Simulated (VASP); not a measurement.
HfB: single point with LDA

Crystal: HfB.

```
Hf B
1.0
     0.00000    2.31000    2.31000
     2.31000    0.00000    2.31000
     2.31000    2.31000    0.00000
Hf B
1 1
Direct
  0.50000 0.50000 0.50000
  0.00000 0.00000 0.00000
```

```yaml
Program: VASP 6.6.1
Task: single point
Functional: LDA
Potentials_or_basis: VASP PAW LDA potentials, release 64 (Hf_pv, B)
Cutoff: 520 eV
k_mesh: 6 × 6 × 6
Occupations: gaussian, width 0.1 eV
Spin: no spin polarisation
Dipole_correction: no
Further_INCAR_settings: ALGO = Normal; EDIFF = 1e-07; NBANDS = 14
```

| Property | Result |
| --- | --- |
| Pressure | 20.0 GPa |
| Band gap on the k mesh | none (metal or under the smearing width) |

Levels at points of the mesh, in eV from the Fermi level:
| k point | band 4 | band 5 | band 6 | band 7 | band 8 | band 9 | band 10 | band 11 |
| --- | --- | --- | --- | --- | --- | --- | --- | --- |
| (0.00, 0.00, 0.00) | -9.22 | 2.33 | 2.33 | 2.33 | 4.18 | 4.18 | 4.18 | 4.37 |
| (0.50, 0.00, 0.00) | -4.78 | -3.64 | -1.18 | -1.18 | 6.63 | 6.63 | 7.70 | 8.78 |
| (0.50, 0.50, 0.00) | -6.40 | -0.93 | -0.58 | 2.63 | 2.63 | 6.39 | 7.99 | 7.99 |

Run time: 6.7 s on 1 thread of Intel(R) Xeon(R) Platinum 8488C (Sapphire Rapids) (shared host), peak memory 0.12 GiB.

Caveat: the k mesh is coarse (spacing up to 0.39 Å⁻¹), so the values aren't converged; so large a pressure means that the cell lies far from this level's equilibrium, or that cutoff or potentials fall short. The run has no spin-orbit coupling, so splittings on Hf are missing.
